### A spring that is not symmetric

If a crystal were an ideal spring, it would push back under compression exactly as hard as it pulls when stretched by the same amount. In CoSi₂ one would also look first to the short Co–Si bonds as the springs that carry the load. The density-functional results below contradict the first idea at every pair of opposite strains. They also show that the second leaves out an essential part of the stiffness.

CoSi2, fluorite type (Fm-3m, a = 5.313 Å unstrained), strained along one cube axis with the other two and the fractional coordinates fixed. Ansatz 0.2.0, plane-wave PAW, PBEsol, scalar-relativistic, no spin polarisation; cutoff 420 eV, k mesh 16×16×16, Gaussian smearing of 0.15 eV. Energies are free energies relative to the unstrained cell; pressure is positive in compression.

| strain | energy change (meV/atom) | tensile stress along pattern (GPa) | pressure (GPa) |
| --- | --- | --- | --- |
| -0.06 | 43.1 | -20.07 | 14.11 |
| -0.045 | 23.2 | -14.10 | 10.06 |
| -0.03 | 9.9 | -8.82 | 6.38 |
| -0.015 | 2.4 | -4.15 | 3.03 |
| 0 | 0.0 | 0.02 | -0.02 |
| 0.015 | 2.2 | 3.74 | -2.81 |
| 0.03 | 8.6 | 7.07 | -5.34 |
| 0.045 | 18.6 | 10.06 | -7.65 |
| 0.0525 | 24.9 | 11.45 | -8.73 |
| 0.06 | 32.0 | 12.77 | -9.76 |

The strain is the fractional change of length along one cube axis, negative when the crystal is squeezed. The tensile stress along pattern is the stress along that axis, positive when the crystal pulls back. The pressure is the average over the three axes with the opposite sign, so it is positive in compression. The energy change is counted from the undisturbed crystal.

The rows at −0.06 and +0.06 show the asymmetry most clearly. Squeezing costs 43.1 meV per atom and stretching costs 32.0. The stress along the axis has a size of 20.07 GPa in the first case and 12.77 GPa in the second. The crystal is thus about a third more costly to squeeze than to stretch in energy, but more than half again as strong in stress.

### Why compression is harder

The cause is the usual shape of the forces between atoms. When atoms are pushed together, their electron clouds overlap and the repulsion climbs steeply. When they are drawn apart, the repulsion dies away and the attraction that holds the crystal together also weakens. The energy curve is therefore steeper on the compressed side. This is standard theory of cohesion; the table shows its result, not the separate attraction and repulsion.

In the simplest description, the energy contains a term in the square of the strain, equal for both signs, and a smaller term in its cube, which changes sign. Doubling the strain should then make the energy difference between squeezing and stretching eight times larger. Between strains of 0.03 and 0.06 this difference grows from 1.3 to 11.1 meV per atom, a little more than eightfold. The cubic term therefore accounts for most of the asymmetry.

The same term explains why stress looks more lopsided than energy. Because the sides are held, the stress along the axis follows directly from the slope of the energy curve. Taking a slope multiplies the square term by two and the cubic term by three, so the cubic term gains weight. Taking the slope once more, to obtain the stiffness, raises its weight again.

The stiffness does change most. Over the outermost compressed step the stress changes by 398 GPa per unit strain, and over the outermost stretched interval of equal width by only 181. An engineer who uses one elastic constant over this whole range would underrate the resistance to squeezing and overrate the resistance to stretching.

The row at 0.0525 may look like a pause, because the stress gains only 1.39 GPa there after a gain of 2.99 GPa in the step before. It lies only half a step further on, however. Per unit strain the stiffness falls from 199 to 185 GPa, in line with its neighbours. The stress is still rising in the last row, so the scan does not reach the maximum that would mark the ideal strength along this path.

### Volume and shape

Pulling along one axis with the sides held does two things at once: it enlarges the crystal and it makes the cubic cell tetragonal. Only the row at zero strain therefore has the cubic space group. The stress can be divided accordingly. Its average over the three axes opposes the change of volume, and what remains along the pulled axis comes from the departure from cubic shape.

The two rows at −0.015 and +0.015 give the initial stiffness, 263 GPa. Of this, 195 GPa is resistance to a change of volume, about three quarters of the total. The initial stiffness is the elastic constant C₁₁, not Young's modulus. A bar with free sides would contract sideways as it was pulled and would feel softer.

The geometry of the crystal makes the large volume share plausible. Each Co atom has eight Si neighbours along the diagonals of a cube, and a diagonal leans equally on all three axes. To first order, its length therefore changes by the average of the three axial strains, which is one third of the fractional volume change. A strain of 6 % along one axis alters the Co–Si distance by only about 2 %, and all eight bonds stay equal.

Stretching one cube axis while the other two shrink to keep the volume, by contrast, turns these bonds but leaves their length unchanged to first order. The shortest bonds in the crystal then offer little resistance by stretching, and the work falls to other forces. This argument rests on geometry and on the usual view that bonds are stiffer against stretching than against turning. The calculation does not divide the energy among bonds. Nor need the bonds be the only source of the volume part: the runs find no band gap, and the electrons of a metal are expected to resist a change of volume as well.

### A test of the bond-only picture

Suppose that only forces directed along the Co–Si bonds acted. Call the strain ε. Each bond then has a component proportional to 1 + ε along the strained axis and to 1 along either side, apart from signs. All eight bonds are equally long and carry the same force.

The contribution of a bond to the stress along an axis is its force component along that axis times its length component along the same axis. Both components are proportional to 1 + ε for the strained axis and to 1 for a side. The ratio of axial to sideways stress must therefore be (1 + ε)². No bond strength is needed, because it cancels.

For the row at −0.06 the picture predicts 0.94² = 0.88. The calculated sideways stress follows from the pressure: three times 14.11, less 20.07, divided by two, gives 11.13 GPa in compression. The actual ratio is 20.07/11.13 = 1.80, about twice the prediction.

The row at +0.06 fails in the same direction, with 1.55 against a predicted 1.12. The picture also gets the trend wrong: it makes the ratio rise from compression to stretching, whereas the calculated ratio falls. Forces along the Co–Si bonds alone therefore do not explain the stress, however strong they are assumed to be. Other forces must take part when the shape changes.

Two candidates suggest themselves. Directional bonds resist being turned, and Si atoms that face each other along the strained axis are pushed together or drawn apart by the full strain. Their distance runs from 2.50 Å at the compressed end to 2.82 Å at the stretched end. The table cannot tell how much each contributes.

The shape part is also the more lopsided of the two. At −0.06 it is about twice as large as at +0.06, while the volume part is less than one and a half times as large. A possible reason is that the Si–Si distance along the axis changes three times as much, in percent, as the Co–Si distance, so that any difference between pushing two Si atoms together and drawing them apart would show more strongly. That is a guess; a calculation that separated the two contributions would be needed to test it.

### Comparison with a shear of the same crystal

A scan in which one cube face slides over the opposite one, along a cube edge, would look different. Sliding to the left gives the mirror image of sliding to the right, so both must cost the same energy. The cubic term vanishes by symmetry, and the energy curve is even. Squeezing and stretching are not mirror images, because one brings atoms together and the other moves them apart.

This gives a rule for a neighbouring case. First ask whether reversing the strain produces an equivalent crystal; if it does, the response is symmetric. If it does not, and the strain changes the volume, the compressed side will normally be the stiffer one. Then ask which distances change and which bonds merely turn, since that indicates where the resistance can come from.

### How far the result reaches

The smooth curve describes a crystal that keeps the symmetry imposed by the strain. By that symmetry the atoms feel no force, but a distortion that breaks it, or a magnetic state, could lower the energy and was not tested. This matters most for strength: a steadily rising stress does not prove that the crystal remains stable up to the last row. The absolute stiffness also depends on the functional, PBEsol, which ran here on PAW datasets made for PBE, and the table has no measured value against which to judge it.

The printed analysis after this section lists the division of the stress and the distances for each row.

Output of the analysis:

```
Parts of the stress and distances:
     row  mean part GPa  shape part GPa  sideways stress GPa  slope from row before GPa  Co-Si in angstrom  Si-Si along axis in angstrom
   -0.06         -14.11           -5.96               -11.13                        n/a              2.256                         2.497
  -0.045         -10.06           -4.04                -8.04                        398              2.267                         2.537
   -0.03          -6.38           -2.44                -5.16                        352              2.278                         2.577
  -0.015          -3.03           -1.12                -2.47                      311.3              2.289                         2.617
     0.0           0.02               0                 0.02                        278              2.301                         2.656
   0.015           2.81            0.93                2.345                        248              2.312                         2.696
    0.03           5.34            1.73                4.475                        222              2.324                         2.736
   0.045           7.65            2.41                6.445                      199.3              2.336                         2.776
  0.0525           8.73            2.72                 7.37                      185.3              2.342                         2.796
    0.06           9.76            3.01                8.255                        176              2.348                         2.816
Energy at strain -0.06 over energy at +0.06: 1.347
Stress size at -0.06 over that at +0.06: 1.572
Slope between 0.045 and 0.06, GPa: 180.7
Slope of outermost compressed step over outermost stretched step of equal width: 2.203
Energy excess of compression over stretch at 0.03, meV/atom: 1.3
Energy excess of compression over stretch at 0.06, meV/atom: 11.1
Growth of this excess when strain doubles (cubic term alone gives 8): 8.538
C11 from the rows at -0.015 and +0.015, GPa: 263
Bulk modulus from the same rows, GPa: 194.7
Shape part of C11, GPa: 68.33
Share of volume resistance in C11, percent: 74.02
Mean part at -0.06 over that at +0.06, sizes: 1.446
Shape part at -0.06 over that at +0.06, sizes: 1.98
Co-Si change at -0.06, percent: -1.959
Co-Si change at +0.06, percent: 2.039
Axial over sideways stress at -0.06, calculation: 1.803
Axial over sideways stress at -0.06, Co-Si central forces only: 0.8836
Axial over sideways stress at +0.06, calculation: 1.547
Axial over sideways stress at +0.06, Co-Si central forces only: 1.124
```
